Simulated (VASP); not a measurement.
Runs of VASP 6.6.1 on IrO2. The structure is tetragonal, space group P4_2/mnm (No. 136). Conventional cell: a = 4.485 Å, b = 4.485 Å, c = 3.164 Å, α = 90.00°, β = 90.00°, γ = 90.00°. Ir (site symmetry mmm) is surrounded by 6 O at 1.96 to 1.99 Å. Around O (site symmetry m2m) lie 3 Ir at 1.96 to 1.99 Å. 

```csv
task,level,potentials or basis,spin,cell,k mesh,cutoff (eV),k mesh for the DOS,occupations for the DOS,pressure (GPa),largest force (eV/Å)
relaxation of cell and atoms,PBEsol,"VASP PAW PBE potentials, release 64 (Ir, O)",off,relaxed,8 × 8 × 12,600,-,-,0.0,-
band structure,PBE,"VASP PAW PBE potentials, release 64 (Ir, O)",off,as given,8 × 8 × 12,520,-,-,(a),0.06
band structure,r2SCAN,"VASP PAW PBE potentials, release 64 (Ir, O)",off,as given,8 × 8 × 12,520,-,-,(b),0.06
band structure,LDA,"VASP PAW LDA potentials, release 64 (Ir, O)",off,as given,8 × 8 × 12,520,-,-,-6.0,0.03
band structure,PBE,"VASP PAW PBE potentials, release 64 (Ir, O)","SOC, no magnetisation",as given,6 × 6 × 6,520,-,-,11.3,0.10
```

Alike in all rows: smearing methfessel-paxton 0.1 eV.

Question: Fill in the values left out.

Answer: (a) 9.7; (b) 4.6.

Caveats: the PAW data sets were made with another functional, which shifts forces and pressure a little (some runs).
